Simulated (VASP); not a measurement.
# SiC (F-43m) in VASP: phonons with r2SCAN

Aim: the phonons of SiC with r2SCAN.

Program: VASP 6.6.1. These are calculated values, not measurements. Logs are shortened: lines on timing, memory, paths and dates and some standing lists are left out, and cuts for length are marked.

## 1. The crystal as given

Symmetry: F-43m, No. 216, cubic system. Conventional cell: a = 4.358 Å, b = 4.358 Å, c = 4.358 Å, α = 90.00°, β = 90.00°, γ = 90.00°. Si (site symmetry -43m) has 4 C at 1.89 Å as nearest neighbours. C (site symmetry -43m) is surrounded by 4 Si at 1.89 Å.

## 2. Phonons, r2SCAN

Contents of POSCAR:

```
SiC
1.0
    0.0000000000      2.1790000000      2.1790000000
    2.1790000000      0.0000000000      2.1790000000
    2.1790000000      2.1790000000      0.0000000000
Si C
1 1
Direct
    0.0000000000      0.0000000000      0.0000000000
    0.2500000000      0.2500000000      0.2500000000
```

Contents of INCAR.step1:

```
SYSTEM = SiC
PREC     = Accurate       ! precision mode
ENCUT    = 600            ! plane-wave cutoff, eV
EDIFF    = 1E-8           ! SCF threshold, eV
ISMEAR   = 0              ! smearing method
SIGMA    = 0.02           ! smearing width, eV
LREAL    = .False.        ! projectors in reciprocal space
LASPH    = .True.         ! aspherical terms in the spheres
NELM     = 80             ! most SCF steps
ALGO     = Normal         ! electronic algorithm
ISIF     = 3              ! what is computed and relaxed
LWAVE    = .False.        ! write WAVECAR
LCHARG   = .False.        ! write CHGCAR
METAGGA  = R2SCAN         ! meta-GGA
LMIXTAU  = .True.       
IBRION   = 2              ! ionic algorithm
NSW      = 40             ! ionic steps
EDIFFG   = -0.002         ! ionic threshold
```

Contents of INCAR.step2:

```
SYSTEM = SiC
PREC     = Accurate       ! precision mode
ENCUT    = 600            ! plane-wave cutoff, eV
EDIFF    = 1E-8           ! SCF threshold, eV
ISMEAR   = 0              ! smearing method
SIGMA    = 0.02           ! smearing width, eV
LREAL    = .False.        ! projectors in reciprocal space
LASPH    = .True.         ! aspherical terms in the spheres
NELM     = 80             ! most SCF steps
ALGO     = Normal         ! electronic algorithm
ISIF     = 2              ! what is computed and relaxed
LWAVE    = .False.        ! write WAVECAR
LCHARG   = .False.        ! write CHGCAR
METAGGA  = R2SCAN         ! meta-GGA
LMIXTAU  = .True.       
IBRION   = 6              ! ionic algorithm
NFREE    = 2            
POTIM    = 0.015          ! step
NSW      = 1              ! ionic steps
```

Contents of KPOINTS:

```
regular mesh
0
Gamma
  10 10 10
  0 0 0
```

Potentials or basis: VASP PAW PBE potentials, release 64 (Si, C).

The run is started by

```
$ cat potpaw_PBE.64/Si/POTCAR potpaw_PBE.64/C/POTCAR > POTCAR
$ cp INCAR.step1 INCAR
$ mpirun -np 1 vasp_std > vasp.out
$ cp CONTCAR POSCAR
$ cp INCAR.step2 INCAR
$ mpirun -np 1 vasp_std > vasp.out
```

OUTCAR:

```text
SYSTEM = SiC
   PREC = Accurate
   ENCUT = 600
   EDIFF = 1E-8
   ISMEAR = 0
   LREAL = .False.
   LASPH = .True.
   NELM = 80
   ISIF = 2
   METAGGA = R2SCAN
   IBRION = 6
   NFREE = 2
   POTIM = 0.015
   NSW = 1

 ion  position               nearest neighbor table
   1  0.000  0.000  0.000-   2 1.89   2 1.89   2 1.89   2 1.89
   2  0.250  0.250  0.250-   1 1.89   1 1.89   1 1.89   1 1.89

  LATTYP: Found a face centered cubic cell.
 ALAT       =     4.3540555191

  Lattice vectors:

 A1 = (   0.0000000000,   2.1770277596,   2.1770277596)
 A2 = (   2.1770277596,   0.0000000000,   2.1770277596)
 A3 = (   2.1770277596,   2.1770277596,   0.0000000000)

Analysis of symmetry for initial positions (statically):
=====================================================================
 Subroutine PRICEL returns:
 Original cell was already a primitive cell.

 Routine SETGRP: Setting up the symmetry group for a
 face centered cubic supercell.

 Subroutine GETGRP returns: Found 24 space group operations
 (whereof 24 operations were pure point group operations)
 out of a pool of 48 trial point group operations.

The static configuration has the point symmetry T_d .

Analysis of symmetry for dynamics (positions and initial velocities):
=====================================================================
 Subroutine PRICEL returns:
 Original cell was already a primitive cell.

 Routine SETGRP: Setting up the symmetry group for a
 face centered cubic supercell.

 Subroutine GETGRP returns: Found 24 space group operations
 (whereof 24 operations were pure point group operations)
 out of a pool of 48 trial point group operations.

The dynamic configuration has the point symmetry T_d .

 Subroutine INISYM returns: Found 24 space group operations
 (whereof 24 operations are pure point group operations),
 and found     1 'primitive' translations

----------------------------------------------------------------------------------------

                                     Primitive cell

  volume of cell :      20.6358

  direct lattice vectors                    reciprocal lattice vectors
     0.000000000  2.177027760  2.177027760    -0.229670935  0.229670935  0.229670935
     2.177027760  0.000000000  2.177027760     0.229670935 -0.229670935  0.229670935
     2.177027760  2.177027760  0.000000000     0.229670935  0.229670935 -0.229670935

  length of vectors
     3.078782183  3.078782183  3.078782183     0.397801728  0.397801728  0.397801728

  position of ions in fractional coordinates (direct lattice)
     0.000000000  0.000000000  0.000000000
     0.250000000  0.250000000  0.250000000

  ion indices of the primitive-cell ions
   primitive index   ion index
                 1           1
                 2           2

----------------------------------------------------------------------------------------

 KPOINTS: regular mesh

Automatic generation of k-mesh.
 Grid dimensions read from file:
 generate k-points for:   10   10   10

 Generating k-lattice:

  Cartesian coordinates                     Fractional coordinates (reciprocal lattice)
    -0.022967093  0.022967093  0.022967093     0.100000000  0.000000000  0.000000000
     0.022967093 -0.022967093  0.022967093     0.000000000  0.100000000  0.000000000
     0.022967093  0.022967093 -0.022967093     0.000000000  0.000000000  0.100000000

  Length of vectors
     0.039780173  0.039780173  0.039780173

  Shift w.r.t. Gamma in fractional coordinates (k-lattice)
     0.000000000  0.000000000  0.000000000

 Subroutine IBZKPT returns following result:
 ===========================================

 Found     47 irreducible k-points:

 Following reciprocal coordinates:
            Coordinates               Weight
  0.000000  0.000000  0.000000      1.000000
  0.100000  0.000000  0.000000      8.000000
  0.200000  0.000000  0.000000      8.000000
  0.300000  0.000000  0.000000      8.000000
  0.400000  0.000000  0.000000      8.000000
  0.500000  0.000000  0.000000      4.000000
[... 16 lines left out ...]
  0.300000  0.300000  0.000000      6.000000
  0.400000  0.300000  0.000000     24.000000
 [... further k-points ...]
   k-points           NKPTS =     47   k-points in BZ     NKDIM =     47   number of bands    NBANDS=      8
   number of dos      NEDOS =    301   number of ions     NIONS =      2
   total plane-waves  NPLWV =  21952
   dimension x,y,z NGX =    28 NGY =   28 NGZ =   28
   dimension x,y,z NGXF=    56 NGYF=   56 NGZF=   56
   ions per type =               1   1
   NGX,Y,Z   is equivalent  to a cutoff of  15.12, 15.12, 15.12 a.u.
   NGXF,Y,Z  is equivalent  to a cutoff of  30.24, 30.24, 30.24 a.u.
 SYSTEM =  SiC
   PREC   = accura    normal or accurate (medium, high low for compatibility)
   ISTART =      0    job   : 0-new  1-cont  2-samecut
   ICHARG =      2    charge: 1-file 2-atom 10-const
   ISPIN  =      1    spin polarized calculation?
   LNONCOLLINEAR =      F non collinear calculations
   LSORBIT =      F    spin-orbit coupling
   LASPH  =      T    aspherical Exc in radial PAW
   ENCUT  =  600.0 eV  44.10 Ry    6.64 a.u.   6.15  6.15  6.15*2*pi/ulx,y,z
   NELM   =     80;   NELMIN=  2; NELMDL=  0     # of ELM steps
   EDIFF  = 0.1E-07   stopping-criterion for ELM
   LREAL  =      F    real-space projection
   EDIFFG = 0.1E-06   stopping-criterion for IOM
   NSW    =     61    number of steps for IOM
   IBRION =      6    ionic relax: 0-MD 1-quasi-New 2-CG
   NFREE  =      2    steps in history (QN), initial steepest desc. (CG)
   ISIF   =      2    stress and relaxation
   ISYM   =      2    0-nonsym 1-usesym 2-fastsym
   POTIM  = 0.0150    time-step for ionic-motion
   TEBEG  =    0.0;   TEEND  =   0.0 temperature during run
   PSTRESS=    0.0 pullay stress
   NELECT =       8.0000    total number of electrons
   NUPDOWN=      -1.0000    fix difference up-down
   EMIN   =  10.00;   EMAX   =-10.00  energy-range for DOS
   EFERMI =   0.00;   METHOD = LEGACY
   ISMEAR =     0;   SIGMA  =   0.02  broadening in eV -4-tet -1-fermi 0-gaus
   EFERMI_NEDOS =   21; number of points for ismear=-14 and -15
   IALGO  =     38    algorithm
   IMIX   =      4    mixing-type and parameters
     AMIX     =   0.40;   BMIX     =  1.00
     AMIX_MAG =   1.60;   BMIX_MAG =  1.00
  volume/ion in A,a.u.               =      10.32        69.63
  Fermi-wavevector in a.u.,A,eV,Ry     =   1.193706  2.255778 19.387418  1.424935
  Thomas-Fermi vector in A             =   2.329714
   LORBIT       =      0    0 simple, 1 ext, 2 COOP (PROOUT), +10 PAW based schemes
   METAGGA = R2SCAN    functional components
   LHFCALC =     F    Hartree Fock is set to
   AEXX    =    0.0000 exact exchange contribution
   IVDW    =     0    specifies the selected vdW correction
   LEPSILON=     F    determine dielectric tensor
   LRPA    =     F    only Hartree local field effects (RPA)
 finite differences with symmetry
 non-spin polarized calculation
 Gauss-broadening in eV      SIGMA  =   0.02
  energy-cutoff  :      600.00
  volume of cell :       20.64
 maximum number of plane-waves:       701
 NGX is ok and might be reduce to    28
   NGX = 13   NGY = 13   NGZ = 13

--------------------------------------- Ionic step        1  -------------------------------------------

 number of electron       8.0000000 magnetization

 Free energy of the ion-electron system (eV)
  ---------------------------------------------------
  ext. energy  EPLUGINS =         0.00000000
  ---------------------------------------------------
  free energy    TOTEN  =       -19.32896596 eV

  energy without entropy =      -19.32896596  energy(sigma->0) =      -19.32896596

------------------------ aborting loop because EDIFF is reached ----------------------------------------

  FORCE on cell =-STRESS in cart. coord.  units (eV):
  Direction    XX          YY          ZZ          XY          YZ          ZX
  --------------------------------------------------------------------------------------
  -------------------------------------------------------------------------------------
  Total        0.0004458      0.0004458      0.0004458     -0.0000000      0.0000000      0.0000000
  in kB        0.0346112      0.0346112      0.0346112     -0.0000000      0.0000000      0.0000000
  external PRESSURE =       0.0346112 kB  Pullay stress =       0.0000000 kB
[... 131 lines left out ...]
--------------------------------------- Ionic step        5  -------------------------------------------

 number of electron       8.0000000 magnetization

 Free energy of the ion-electron system (eV)
  ---------------------------------------------------
  ext. energy  EPLUGINS =         0.00000000
  ---------------------------------------------------
  free energy    TOTEN  =       -19.32674609 eV

  energy without entropy =      -19.32674609  energy(sigma->0) =      -19.32674609

 E-fermi :   8.1986     XC(G=0): -11.9464

 val. band max:        8.0862076029   @ k =   0.0000   0.0000   0.0000
 cond. band min:       9.7349613123   @ k =   0.5000   0.5000   0.0000
 fundamental gap:      1.6487537095
 Fermi energy:         8.1986416215

 k-point     1 :       0.0000    0.0000    0.0000
  band No.  band energies     occupation
      1      -8.1893      2.00000
      2       7.9354      2.00000
      3       8.0121      2.00000
      4       8.0862      2.00000
      5      14.8787      0.00000
      6      15.8508      0.00000
      7      15.8818      0.00000
      8      15.9146      0.00000
[... 243 lines left out ...]
 k-point    24 :       0.4000    0.3000    0.0000
  band No.  band energies     occupation
      1      -4.9462      2.00000
      2       2.1502      2.00000
      3       4.7619      2.00000
      4       5.2618      2.00000
      5      11.3068      0.00000
      6      14.1861      0.00000
      7      20.5432      0.00000
      8      20.8699      0.00000

 [... further k-points ...]
[... 5 lines left out ...]
  --------------------------------------------------------------------------------------
  -------------------------------------------------------------------------------------
  Total        0.0003770      0.0057382      0.0057382      0.0000000      0.1148411      0.0000000
  in kB        0.0292697      0.4455157      0.4455157      0.0000000      8.9163316      0.0000000
  external PRESSURE =       0.3067670 kB  Pullay stress =       0.0000000 kB
[... 17 lines left out ...]
  FREE ENERGIE OF THE ION-ELECTRON SYSTEM (eV)
  ---------------------------------------------------
  free  energy   TOTEN  =       -19.3267460924 eV

  energy  without entropy=      -19.3267460924  energy(sigma->0) =      -19.32674609

 INTERNAL STRAIN TENSORS FROM DISPLACED ATOMS
 ============================================

 INTERNAL STRAIN TENSOR FOR ION    1 for displacements in x,y,z  (eV/Angst):
          X           Y           Z          XY          YZ          ZX
  --------------------------------------------------------------------------------
  x    -0.00000     0.00000     0.00000     0.00000     7.65816     0.00000
  y     0.00000    -0.00000     0.00000     0.00000     0.00000     7.65816
  z     0.00000     0.00000    -0.00000     7.65816     0.00000     0.00000

 INTERNAL STRAIN TENSOR FOR ION    2 for displacements in x,y,z  (eV/Angst):
          X           Y           Z          XY          YZ          ZX
  --------------------------------------------------------------------------------
  x    -0.00000     0.00000     0.00000     0.00000    -7.65685     0.00000
  y     0.00000     0.00000     0.00000     0.00000     0.00000    -7.65685
  z     0.00000     0.00000    -0.00000    -7.65685     0.00000     0.00000

 Eigenvectors and eigenvalues of the dynamical matrix
 ----------------------------------------------------

   1 f  =   23.944916 THz   150.450347 2PiTHz  798.716436 cm-1    99.028172 meV
             X         Y         Z           dx          dy          dz
      0.000000  0.000000  0.000000     0.000000    0.547323    0.000000
      1.088514  1.088514  1.088514    -0.000000   -0.836922    0.000000
[... 21 lines left out ...]
   6 f/i=    0.000159 THz     0.000996 2PiTHz    0.005289 cm-1     0.000656 meV
             X         Y         Z           dx          dy          dz
      0.000000  0.000000  0.000000     0.808917   -0.214687    0.000000
      1.088514  1.088514  1.088514     0.529009   -0.140399    0.000000

 ELASTIC MODULI CONTR FROM IONIC RELAXATION (kBar)
 Direction    XX          YY          ZZ          XY          YZ          ZX
 --------------------------------------------------------------------------------
 XX          -0.0000     -0.0000      0.0000      0.0000     -0.0000      0.0000
 YY          -0.0000     -0.0000     -0.0000     -0.0000     -0.0000      0.0000
 ZZ           0.0000     -0.0000     -0.0000     -0.0000      0.0000     -0.0000
 XY           0.0000     -0.0000     -0.0000   -230.6658      0.0000      0.0000
 YZ          -0.0000     -0.0000      0.0000      0.0000   -230.6658     -0.0000
 ZX           0.0000      0.0000     -0.0000      0.0000     -0.0000   -230.6658
 --------------------------------------------------------------------------------
```

Run time: 5.6 min. Hardware: 1 thread of Intel Xeon 6975P-C (Granite Rapids), shared host; peak memory 0.2 GiB.

Results:

* Relaxed volume: 10.32 Å³/atom
* Relaxed cell: a = 3.079 Å, b = 3.079 Å, c = 3.079 Å, α = 60.00°, β = 60.00°, γ = 60.00°
* Space group after relaxing (to 0.05 Å): F-43m (No. 216)
* Highest phonon frequency at Γ, LO-TO splitting left out: 799 cm⁻¹

The path:
| step | energy change (eV) | largest force (eV/Å) | pressure (GPa) | volume (Å³) |
| --- | --- | --- | --- | --- |
| 1 | 0.0000 | 0.0000 | -0.61 | 20.69 |
| 2 | 0.0000 | 0.0000 | 0.69 | 20.57 |
| 3 | -0.0001 | 0.0000 | 0.00 | 20.64 |

Final structure:
```xyz
2
Lattice="0.0000 2.1770 2.1770 2.1770 0.0000 2.1770 2.1770 2.1770 0.0000" Properties=species:S:1:pos:R:3 pbc="T T T"
Si    0.0000    0.0000    0.0000
C     1.0885    1.0885    1.0885
```

Phonon frequencies in cm⁻¹ (negative: imaginary):
| q point | frequencies |
| --- | --- |
| (0.000, 0.000, 0.000) | 0 0 0 799 799 799 |

Caveat: the PAW data sets were made with another functional, which shifts forces and pressure a little.
